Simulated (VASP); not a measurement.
# Ni (Fm-3m) in VASP: band structure with LDA

Aim: the band structure of Ni with LDA.

Everything below comes from runs of VASP 6.6.1. Logs are shortened: lines on timing, memory, paths and dates and some standing lists are left out, and cuts for length are marked.

**1. The crystal as given**

Symmetry: Fm-3m, No. 225, cubic system. The conventional cell has a = 3.423 Å, b = 3.423 Å, c = 3.423 Å, α = 90.00°, β = 90.00°, γ = 90.00°. Around Ni (site symmetry m-3m) lie 12 Ni at 2.42 Å.

**2. Band structure, LDA, collinear spin, ferromagnetic start**

Contents of INCAR:

```
SYSTEM = Ni
PREC = Accurate
ENCUT = 350
EDIFF = 1E-7
ISMEAR = 0
SIGMA = 0.1
LREAL = .FALSE.
LASPH = .TRUE.
NELM = 150
ALGO = Fast
ISIF = 2
LWAVE = .FALSE.
LCHARG = .FALSE.
ISPIN = 2
MAGMOM = 0.8
LORBIT = 11
LMAXMIX = 4
NBANDS = 15
```

Contents of KPOINTS:

```
Automatic mesh
0
G
  10 10 10
  0 0 0
```

Contents of POSCAR:

```
Ni                                      
1.0
    0.0000000000      1.7114603998      1.7114603998
    1.7114603998      0.0000000000      1.7114603998
    1.7114603998      1.7114603998     -0.0000000000
  Ni            
     1
Direct
     0.0000000000000000    0.0000000000000000    0.0000000000000000
```

Contents of KPOINTS_OPT:

```
path GXWKGLUWLK,UX
20
line-mode
reciprocal
 0.0000000000  0.0000000000  0.0000000000  G
 0.5000000000  0.0000000000  0.5000000000  X

 0.5000000000  0.0000000000  0.5000000000  X
 0.5000000000  0.2500000000  0.7500000000  W

 0.5000000000  0.2500000000  0.7500000000  W
 0.3750000000  0.3750000000  0.7500000000  K

 0.3750000000  0.3750000000  0.7500000000  K
 0.0000000000  0.0000000000  0.0000000000  G

 0.0000000000  0.0000000000  0.0000000000  G
 0.5000000000  0.5000000000  0.5000000000  L

 0.5000000000  0.5000000000  0.5000000000  L
 0.6250000000  0.2500000000  0.6250000000  U

 0.6250000000  0.2500000000  0.6250000000  U
 0.5000000000  0.2500000000  0.7500000000  W

 0.5000000000  0.2500000000  0.7500000000  W
 0.5000000000  0.5000000000  0.5000000000  L

 0.5000000000  0.5000000000  0.5000000000  L
 0.3750000000  0.3750000000  0.7500000000  K

 0.6250000000  0.2500000000  0.6250000000  U
 0.5000000000  0.0000000000  0.5000000000  X
```

Potentials or basis: VASP PAW LDA potentials, release 64 (Ni).

Command:

```sh
> cat potpaw_LDA.64/Ni/POTCAR > POTCAR
> mpirun -np 1 vasp_std > vasp.out
```

OUTCAR:

```text
SYSTEM = Ni
   PREC = Accurate
   ENCUT = 350
   EDIFF = 1E-7
   ISMEAR = 0
   LREAL = .FALSE.
   LASPH = .TRUE.
   NELM = 150
   ISIF = 2
   ISPIN = 2
   LORBIT = 11

 ion  position               nearest neighbor table
   1  0.000  0.000  0.000-

  LATTYP: Found a face centered cubic cell.
 ALAT       =     3.4229207996

  Lattice vectors:

 A1 = (   0.0000000000,   1.7114603998,   1.7114603998)
 A2 = (   1.7114603998,   0.0000000000,   1.7114603998)
 A3 = (   1.7114603998,   1.7114603998,   0.0000000000)

Analysis of symmetry for initial positions (statically):
=====================================================================
 Subroutine PRICEL returns:
 Original cell was already a primitive cell.

 Routine SETGRP: Setting up the symmetry group for a
 face centered cubic supercell.

 Subroutine GETGRP returns: Found 48 space group operations
 (whereof 48 operations were pure point group operations)
 out of a pool of 48 trial point group operations.

The static configuration has the point symmetry O_h .

Analysis of symmetry for dynamics (positions and initial velocities):
=====================================================================
 Subroutine PRICEL returns:
 Original cell was already a primitive cell.

 Routine SETGRP: Setting up the symmetry group for a
 face centered cubic supercell.

 Subroutine GETGRP returns: Found 48 space group operations
 (whereof 48 operations were pure point group operations)
 out of a pool of 48 trial point group operations.

The dynamic configuration has the point symmetry O_h .

Analysis of structural, dynamic, and magnetic symmetry:
=====================================================================
 Subroutine PRICEL returns:
 Original cell was already a primitive cell.

 Routine SETGRP: Setting up the symmetry group for a
 face centered cubic supercell.

 Subroutine GETGRP returns: Found 48 space group operations
 (whereof 48 operations were pure point group operations)
 out of a pool of 48 trial point group operations.

The overall configuration has the point symmetry O_h .

 Subroutine INISYM returns: Found 48 space group operations
 (whereof 48 operations are pure point group operations),
 and found     1 'primitive' translations

----------------------------------------------------------------------------------------

                                     Primitive cell

  volume of cell :      10.0261

  direct lattice vectors                    reciprocal lattice vectors
     0.000000000  1.711460400  1.711460400    -0.292148156  0.292148156  0.292148156
     1.711460400  0.000000000  1.711460400     0.292148156 -0.292148156  0.292148156
     1.711460400  1.711460400  0.000000000     0.292148156  0.292148156 -0.292148156

  length of vectors
     2.420370509  2.420370509  2.420370509     0.506015450  0.506015450  0.506015450

  position of ions in fractional coordinates (direct lattice)
     0.000000000  0.000000000  0.000000000
[... 125 lines left out ...]

  energy without entropy =       -6.57807915  energy(sigma->0) =       -6.58244343

 E-fermi :  10.2656     XC(G=0): -14.1058

 val. band max:       10.2482479286   @ k =   0.5000   0.3000   0.1000
 cond. band min:      10.2715829026   @ k =   0.4000   0.0000   0.0000
 fundamental gap:      0.0233349740
 Fermi energy:        10.2656134191

 spin component 1

 k-point     1 :       0.0000    0.0000    0.0000
  band No.  band energies     occupation
      1       0.6720      1.00000
      2       7.6540      1.00000
      3       7.6540      1.00000
      4       7.6540      1.00000
      5       8.9570      1.00000
      6       8.9570      1.00000
      7      34.7039      0.00000
      8      39.1125      0.00000
      9      39.1125      0.00000
     10      39.1125      0.00000
     11      42.3786      0.00000
     12      42.3786      0.00000
     13      42.3786      0.00000
     14      45.3540      0.00000
[... 403 lines left out ...]
      4       9.0895      1.00000
      5       9.7108      1.00000
      6      10.3784      0.05538
      7      24.9874      0.00000
      8      26.1996      0.00000
      9      28.0251      0.00000
     10      32.6369      0.00000
     11      37.4854      0.00000
     12      52.3602      0.00000
     13      52.9464      0.00000
     14      58.1345      0.00000
     15      59.3372      0.00000

 [... further k-points ...]

 spin component 2

 k-point     1 :       0.0000    0.0000    0.0000
  band No.  band energies     occupation
      1       0.7302      1.00000
      2       8.3148      1.00000
      3       8.3148      1.00000
      4       8.3148      1.00000
      5       9.5661      1.00000
      6       9.5661      1.00000
      7      34.7008      0.00000
      8      39.1721      0.00000
      9      39.1721      0.00000
     10      39.1721      0.00000
     11      42.5710      0.00000
     12      42.5710      0.00000
     13      42.5710      0.00000
     14      45.3408      0.00000
[... 403 lines left out ...]
      4       9.7604      1.00000
      5      10.3890      0.04049
      6      10.8883      0.00000
      7      25.1634      0.00000
      8      26.3876      0.00000
      9      28.1496      0.00000
     10      32.8341      0.00000
     11      37.6507      0.00000
     12      52.4390      0.00000
     13      53.0071      0.00000
     14      58.2660      0.00000
     15      59.4030      0.00000

 [... further k-points ...]

------------------------ aborting loop because EDIFF is reached ----------------------------------------

  FORCE on cell =-STRESS in cart. coord.  units (eV):
  Direction    XX          YY          ZZ          XY          YZ          ZX
  --------------------------------------------------------------------------------------
  -------------------------------------------------------------------------------------
  Total        0.0033180      0.0033180      0.0033180     -0.0000000     -0.0000000      0.0000000
  in kB        0.5302168      0.5302168      0.5302168     -0.0000000     -0.0000000      0.0000000
  external PRESSURE =       0.5302168 kB  Pullay stress =       0.0000000 kB

 VOLUME and BASIS-vectors are now :
 -----------------------------------------------------------------------------
  energy-cutoff  :      350.00
  volume of cell :       10.03
      direct lattice vectors                 reciprocal lattice vectors
     0.000000000  1.711460400  1.711460400    -0.292148156  0.292148156  0.292148156
     1.711460400  0.000000000  1.711460400     0.292148156 -0.292148156  0.292148156
     1.711460400  1.711460400  0.000000000     0.292148156  0.292148156 -0.292148156

 POSITION                                       TOTAL-FORCE (eV/Angst)
 -----------------------------------------------------------------------------------
      0.00000      0.00000      0.00000         0.000000      0.000000     -0.000000
 -----------------------------------------------------------------------------------
    total drift:                                0.000000      0.000000     -0.000000

  FREE ENERGIE OF THE ION-ELECTRON SYSTEM (eV)
  ---------------------------------------------------
  free  energy   TOTEN  =        -6.5868077203 eV

  energy  without entropy=       -6.5780791483  energy(sigma->0) =       -6.58244343

 total charge

# of ion       s       p       d       tot
------------------------------------------
    1        0.537   0.575   8.357   9.468

 magnetization (x)

# of ion       s       p       d       tot
------------------------------------------
    1       -0.003  -0.017   0.670   0.649
```

OSZICAR:

```text
N       E                     dE             d eps       ncg     rms          rms(c)
DAV:   1     0.244491796053E+02    0.24449E+02   -0.31387E+03  3093   0.652E+02
DAV:   2    -0.677688349813E+01   -0.31226E+02   -0.29071E+02  3345   0.134E+02
DAV:   3    -0.769843585208E+01   -0.92155E+00   -0.91215E+00  3310   0.237E+01
[... 43 lines left out ...]
DAV:   6     0.377141684984E+04   -0.40068E-05     3443
DAV:   7     0.377141684981E+04   -0.25994E-07     2841
       N       E                     dE             ncg
DAV:   1     0.176917399753E+05   -0.44575E+04      783
DAV:   2     0.173037848568E+05   -0.38796E+03      804
DAV:   3     0.172928920971E+05   -0.10893E+02      972
DAV:   4     0.172928597943E+05   -0.32303E-01      944
DAV:   5     0.172928596410E+05   -0.15336E-03      993
DAV:   6     0.172928596399E+05   -0.10530E-05      972
DAV:   7     0.172928596399E+05   -0.65411E-08      808
```

stdout:

```text
POSCAR found type information on POSCAR Ni
 POSCAR found :  1 types and       1 ions
 scaLAPACK will be used
 LDA part: xc-table for (Slater(with rela. corr.)+CA(PZ))
 , standard interpolation
 POSCAR, INCAR and KPOINTS ok, starting setup
 FFT: planning ... GRIDC
 FFT: planning ... GRID_SOFT
 FFT: planning ... GRID
 WAVECAR not read
 entering main loop
WARNING in EDDRMM: call to ZHEGV failed, returncode =   6  3     12
WARNING in EDDRMM: call to ZHEGV failed, returncode =   8  4     11
 Start KPOINTS_OPT (optional k-point list driver)
k-point batch [1-47\200]
k-point batch [48-94\200]
k-point batch [95-141\200]
k-point batch [142-188\200]
k-point batch [189-200\200]
```

It took 15 s on 1 thread of Intel Xeon Platinum 8488C (Sapphire Rapids), shared host; peak memory 0.12 GiB.

What came out:

```yaml
Free_energy: -6.5868 eV
Pressure: 0.1 GPa
Band_gap_along_the_path: none (metal or under the smearing width)
Net_moment: 0.65 μB per cell
Site_moments: Ni +0.65 μB
Valence_electrons_inside_the_program's_atomic_spheres: Ni 9.47
```
